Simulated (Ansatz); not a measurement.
# Al$_{3}$Cu$_{2}$: course of a relaxation

Method: Ansatz, DFT PBEsol, scalar-relativistic, plane waves, PAW. (420 eV cutoff, 12×12×8 k-mesh, Gaussian smearing of 0.10 eV, no spin polarisation)

What was changed: relaxed at 50 GPa.

Other phases may be more stable at this pressure.

Command:

```bash
ansatz run input.yaml --threads 1 --pin off --max-ram 2560MiB --backend cpu --events-out ev --progress --plain --runs-dir out
```

Input:

```yaml
crystal:
  lattice:
    - [3.7866804544, 0.0, 0.0]
    - [-1.8933402272, 3.2793614695, 0.0]
    - [0.0, 0.0, 4.6146494191]
  atoms:
    - { symbol: Al, position: [0.0, 0.0, 0.0] }
    - { symbol: Al, position: [0.3333333333, 0.6666666667, 0.353888763] }
    - { symbol: Al, position: [0.6666666667, 0.3333333333, 0.646111237] }
    - { symbol: Cu, position: [0.3333333333, 0.6666666667, 0.8443282118] }
    - { symbol: Cu, position: [0.6666666667, 0.3333333333, 0.1556717882] }
basis:
  ecutwfc: 420
kpoints:
  mp_grid: { grid: [12, 12, 8] }
hamiltonian:
  xc: pbesol
scf:
  occupations: { method: gaussian, width: 0.1 }
output:
  forces: true
  stress: true
  eigenvalues: true
relax:
  adjacent_minimum: "off"
  f_tol: 0.008
  max_steps: 50
  cell: { stress_tol: 0.08, p_target: 50.0 }
```

F is the free energy. Steps run on the plane waves of an earlier cell, but the last one, and at times one on the way, on a freshly chosen basis, so a repeated geometry can differ a little in energy. The relaxation lowers the enthalpy F + PV at the target pressure, so F itself can rise.

Steps:

```csv
step,F − F(1) (eV),largest force component (eV/Å),V (Å³/atom),P (GPa)
1,0.0000,0.088,11.461,45.18
2,0.1991,0.027,11.324,48.71
3,0.2750,0.017,11.275,50.04
4,0.2728,0.012,11.276,49.99
5,0.2730,0.004,11.276,50.00
6,0.2735,0.004,11.276,49.99
```

Relaxed structure:

```cif
data_structure
_symmetry_space_group_name_H-M 'P 1'
_symmetry_Int_Tables_number 1
_cell_length_a 3.7641
_cell_length_b 3.7641
_cell_length_c 4.5950
_cell_angle_alpha 90.000
_cell_angle_beta 90.000
_cell_angle_gamma 120.000
_cell_volume 56.38
loop_
_atom_site_label
_atom_site_type_symbol
_atom_site_fract_x
_atom_site_fract_y
_atom_site_fract_z
_atom_site_occupancy
Al1 Al 0.00000 0.00000 0.00000 1
Al2 Al 0.33333 0.66667 0.35523 1
Al3 Al 0.66667 0.33333 0.64477 1
Cu1 Cu 0.33333 0.66667 0.84509 1
Cu2 Cu 0.66667 0.33333 0.15491 1
```

The structure is trigonal, space group P-3m1 (No. 164). The conventional cell has a = 3.764 Å, b = 3.764 Å, c = 4.595 Å, α = 90.00°, β = 90.00°, γ = 120.00°. Around Al (site symmetry -3m) lie 6 Cu at 2.29 Å. Around Al (site symmetry 3m) lie 5 Cu at 2.25 to 2.36 Å and 3 Al at 2.55 Å. Cu (site symmetry 3m) has 8 Al at 2.25 to 2.36 Å as nearest neighbours.

The run converged. It took 62 s on 1 thread of Arm Neoverse V2, with other jobs on the host, peak memory 0.45 GiB.